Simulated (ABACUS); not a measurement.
# PtS2 (P-3m1) in ABACUS: notebook

The runs below take PtS2 through equation of state, with PBE.

All numbers are computed with ABACUS 3.10.1; they aren't measurements. Logs are shortened: lines on timing, memory, paths and dates and some standing lists are left out, and cuts for length are marked.

### 1 Starting point

The structure is trigonal, space group P-3m1 (No. 164). Conventional cell: a = 3.543 Å, b = 3.543 Å, c = 5.039 Å, α = 90.00°, β = 90.00°, γ = 120.00°. Around Pt (site symmetry -3m) lie 6 S at 2.34 Å. S (site symmetry 3m) has 3 Pt at 2.34 Å as nearest neighbours.

### 2 Equation of state, PBE, 17.17 Å³/atom (volume scaled by 0.94)

INPUT

```
INPUT_PARAMETERS
suffix              PtS2
calculation         scf
basis_type          lcao
pseudo_dir          ./
orbital_dir         ./
symmetry            1
dft_functional      pbe
ecutwfc             100
pseudo_rcut         10
nspin               1
nbands              19
ks_solver           genelpa
smearing_method     fd
smearing_sigma      0.00367493
scf_thr             1e-07
scf_nmax            100
mixing_type         broyden
mixing_beta         0.7
cal_force           1
cal_stress          1
out_mul             1
```

STRU

```
ATOMIC_SPECIES
Pt 195.0840 Pt.upf
S 32.0600 S.upf

NUMERICAL_ORBITAL
Pt_confined-atom_7au_3s2p2d1f.orb
S_confined-atom_7au_2s2p1d.orb

LATTICE_CONSTANT
1.8897261246

LATTICE_VECTORS
3.4708695004 0.0000000000 0.0000000000
-1.7354347502 3.0058611606 0.0000000000
0.0000000000 0.0000000000 4.9359384846

ATOMIC_POSITIONS
Direct

Pt
0.0
1
0.0000000000 0.0000000000 0.0000000000 1 1 1

S
0.0
2
0.6666666667 0.3333333333 0.7730000000 1 1 1
0.3333333333 0.6666666667 0.2270000000 1 1 1
```

KPT

```
K_POINTS
0
Gamma
9 9 5 0 0 0
```

Potentials or basis: PseudoDojo NC SR 0.4.1 PBE standard, DZP LCAO (the cutoffs set its grid).

Launch:

```console
$ OMP_NUM_THREADS=1 mpirun -np 4 abacus > log
```

running log:

```text
ABACUS v3.10.1

               Atomic-orbital Based Ab-initio Computation at UStc

 ------------------------------------------------------------------------------------

 READING GENERAL INFORMATION
                           global_out_dir = OUT.PtS2/
                           global_in_card = INPUT
                               pseudo_dir = ./
                              orbital_dir = ./
                                    DSIZE = 4
                                    GSIZE = 1

 READING UNITCELL INFORMATION
                                    ntype = 2
                  lattice constant (Bohr) = 1.88973
              lattice constant (Angstrom) = 1

 READING ATOM TYPE 1
                               atom label = Pt
                      L=0, number of zeta = 3
                      L=1, number of zeta = 2
                      L=2, number of zeta = 2
                      L=3, number of zeta = 1
             number of atom for this type = 1

 READING ATOM TYPE 2
                               atom label = S
                      L=0, number of zeta = 2
                      L=1, number of zeta = 2
                      L=2, number of zeta = 1
             number of atom for this type = 2

                        TOTAL ATOM NUMBER = 3
DIRECT COORDINATES
    atom                   x                   y                   z     mag                  vx                  vy                  vz
taud_Pt1            0.0000000000        0.0000000000        0.0000000000  0.0000        0.0000000000        0.0000000000        0.0000000000
taud_S1            0.6666666667        0.3333333333        0.7730000000  0.0000        0.0000000000        0.0000000000        0.0000000000
taud_S2            0.3333333333        0.6666666667        0.2270000000  0.0000        0.0000000000        0.0000000000        0.0000000000

                          Volume (Bohr^3) = 347.515
                             Volume (A^3) = 51.4963

 Lattice vectors: (Cartesian coordinate: in unit of a_0)
             +3.47087                  +0                  +0
             -1.73543            +3.00586                  +0
                   +0                  +0            +4.93594
 Reciprocal vectors: (Cartesian coordinate: in unit of 2 pi/a_0)
            +0.288112           +0.166342                  -0
                   -0           +0.332683                  -0
                   +0                  -0           +0.202596
 The esolver type has been set to : ksdft_lcao

                PAO radial cut off (Bohr) = 10

 Read in pseudopotential file is Pt.upf
                     pseudopotential type = NC
          exchange-correlation functional = PBE
                 nonlocal core correction = 1
                        valence electrons = 18
                                     lmax = 3
                           number of zeta = 4
                     number of projectors = 8
                           L of projector = 0
                           L of projector = 0
                           L of projector = 1
                           L of projector = 1
                           L of projector = 2
                           L of projector = 2
                           L of projector = 3
                           L of projector = 3
                PAO radial cut off (Bohr) = 10

 Read in pseudopotential file is S.upf
                     pseudopotential type = NC
          exchange-correlation functional = PBE
                 nonlocal core correction = 1
                        valence electrons = 6
                                     lmax = 2
                           number of zeta = 2
                     number of projectors = 6
                           L of projector = 0
                           L of projector = 0
                           L of projector = 1
                           L of projector = 1
                           L of projector = 2
                           L of projector = 2
     initial pseudo atomic orbital number = 18

 SETUP THE ELECTRONS NUMBER
            electron number of element Pt = 18
      total electron number of element Pt = 18
             electron number of element S = 6
       total electron number of element S = 12
            AUTOSET number of electrons:  = 30
                           occupied bands = 15
                                   NLOCAL = 52
                                   NBANDS = 19
                                   NBANDS = 19
                                   NLOCAL = 52

%%%%%%%%%%%%%%%%%%%%%%%%%%%%%%%%%%%%%%%%%%%%%%%%%%%%%%%%%%%%%%%%%%%%%%%%%%%%%%%%%%%%%%%%%%%%%%%%%%%%%%%%%%
 Warning: the number of valence electrons in pseudopotential > 10 for Pt: [Xe] 4f14 5d9 6s1
 Pseudopotentials with additional electrons can yield (more) accurate outcomes, but may be less efficient.
[... 88 lines left out ...]
                                    ibrav = 4
                       right hand lattice = 1
(for k-lattice: )
[... 15 lines left out ...]
      29  0.44444444  0.33333333  0.20000000  0.0296     102
      30  0.33333333  0.44444444  0.20000000  0.0296     103
[... 20 further k points ...]

                               nkstot now = 50
[... K-POINTS DIRECT COORDINATES: 50 rows ...]

           k-point number in this process = 50
       minimum distributed K point number = 50
[... stars of the k points ...]

[... K-POINTS CARTESIAN COORDINATES: 50 rows ...]

[... K-POINTS DIRECT COORDINATES: 50 rows ...]

 SETUP PLANE WAVES FOR WAVE FUNCTIONS
     energy cutoff for wavefunc (unit:Ry) = 100
              fft grid for wave functions = [ 45, 45, 60 ]
                    number of plane waves = 7605
                         number of sticks = 349

 PARALLEL PW FOR WAVE FUNCTIONS
     PROC   COLUMNS(POT)             PW
        1             88           1906
        2             87           1899
        3             87           1899
        4             87           1901
 --------------- sum -------------------
        4            349           7605

 SET NONLOCAL PSEUDOPOTENTIAL PROJECTORS
 SET NONLOCAL PSEUDOPOTENTIAL PROJECTORS
 max number of nonlocal projetors among all species is 8

 -------------------------------------------
 SELF-CONSISTENT
 -------------------------------------------

 SETUP SEARCHING RADIUS FOR PROGRAM TO SEARCH ADJACENT ATOMS
                  longest orb rcut (Bohr) = 7
   longest nonlocal projector rcut (Bohr) = 1.94
                     search radius (Bohr) = 17.9
              searching radius is (Bohr)) = 17.9
         searching radius unit is (Bohr)) = 1.89
                         PeriodicBoundary = 1
                        Radius(unit:lat0) = 9.46
                                   glayer = [ 5, 5, 3 ]
                             glayer_minus = [ 4, 4, 2 ]

Find the coordinate range of the input atom(unit:lat0).
                                  min_tau = [ -20.8, -12, -9.87 ]
                                  max_tau = [ 22.6, 14, 13.7 ]
                                BoxNumber = [ 9, 9, 5 ]

 SETUP EXTENDED REAL SPACE GRID FOR GRID INTEGRATION
                          real space grid = [ 45, 45, 60 ]
                 big cell numbers in grid = [ 9, 9, 20 ]
             meshcell numbers in big cell = [ 5, 5, 3 ]
                        extended fft grid = [ 12, 12, 16 ]
                dimension of extened grid = [ 34, 34, 53 ]
                            UnitCellTotal = 75
              Atom number in sub-FFT-grid = 3
    Local orbitals number in sub-FFT-grid = 52
                                ParaV.nnr = 24846
                                 init_chg = atomic

 LCAO ALGORITHM --------------- ION=   1  ELEC=   1--------------------------------

 Density error is 0.0791345016054
----------------------------------------------------------
     Energy           Rydberg                 eV
----------------------------------------------------------
 E_KohnSham     -305.1120250580      -4151.2620691075
 E_Harris       -314.5019509322      -4279.0185647937
 E_Fermi        0.9656172542         13.1378967439
----------------------------------------------------------
[... 91 lines left out ...]
 Density error is 2.923074344e-08
----------------------------------------------------------
     Energy           Rydberg                 eV
----------------------------------------------------------
 E_KohnSham     -305.3348323940      -4154.2935184330
 E_KS(sigma->0) -305.3348323168      -4154.2935173834
 E_Harris       -305.3348316706      -4154.2935085910
 E_band         -21.5366498560       -293.0211538731
 E_one_elec     -150.0389770954      -2041.3850105889
 E_Hartree      87.5359734314        1190.9880186440
 E_xc           -60.4928535082       -823.0474959901
 E_Ewald        -182.3389750676      -2480.8490283987
 E_entropy(-TS) -0.0000001543        -0.0000020993
 E_descf        0.0000000000         0.0000000000
 E_exx          0.0000000000         0.0000000000
 E_Fermi        0.9362317173         12.7380860040
----------------------------------------------------------

 charge density convergence is achieved
 final etot is -4154.2935184 eV
 EFERMI = 12.738086004 eV

 STATE ENERGY(eV) AND OCCUPATIONS    NSPIN == 1
 1/50 kpoint (Cartesian) = 0.0000 0.0000 0.0000 (1465 pws)
       1       -87.6752     0.00493827
       2       -41.9261     0.00493827
       3       -41.9261     0.00493827
       4       -41.6908     0.00493827
       5       -4.01205     0.00493827
       6      -0.339858     0.00493827
[... 104 lines left out ...]
       6      -0.708907      0.0296296
[... 11 lines left out ...]
      18        18.7916    7.79007e-55
      19        19.0939    1.84498e-57

[... levels at 44 further k points ...]

 correction force for each atom along direction 1 is -4.94974e-16
 correction force for each atom along direction 2 is 4.35416e-15
 correction force for each atom along direction 3 is 5.87956e-15
------------------------------------------------------------------------------------------
 TOTAL-FORCE (eV/Angstrom)
------------------------------------------------------------------------------------------
                       Pt1         0.0000000000         0.0000000000         0.0000000000
                        S1         0.0000000000         0.0000000000        -2.7346109775
                        S2         0.0000000000         0.0000000000         2.7346109775
------------------------------------------------------------------------------------------

----------------------------------------------------------------
 TOTAL-STRESS (KBAR)
----------------------------------------------------------------
       301.9317829591        -0.0000000000         0.0000000000
        -0.0000000000       301.9317829525         0.0000000000
         0.0000000000        -0.0000000000       217.5892373184
----------------------------------------------------------------
 TOTAL-PRESSURE: 273.817601 KBAR

 --------------------------------------------
 !FINAL_ETOT_IS -4154.2935184330235643 eV
 --------------------------------------------
```

It took 6.7 s on 4 MPI ranks of AMD EPYC 7B13 (Zen 3), shared host; peak memory 0.44 GiB.

Results:

* Free energy: -4154.2935 eV
* Pressure: 27.4 GPa
* Largest force: 2.735 eV/Å
* Band gap on the k mesh: 1.08 eV, indirect (least direct gap 1.13 eV)
* Mulliken charges: Pt +0.13; S -0.07 e

Caveat: the atomic orbitals were generated for these runs and aren't a published set; Mulliken charges move with the basis; spin-orbit coupling is left out, which moves the levels of the heavy elements; an odd mesh through Γ misses points on the zone boundary, where band edges often lie; the basis of atomic orbitals isn't converged, which shifts pressures, moduli and gaps; forces of over 1 eV/Å show positions far from the minimum, so gaps and moduli don't describe the material at rest.

[end of part 1 of 2]
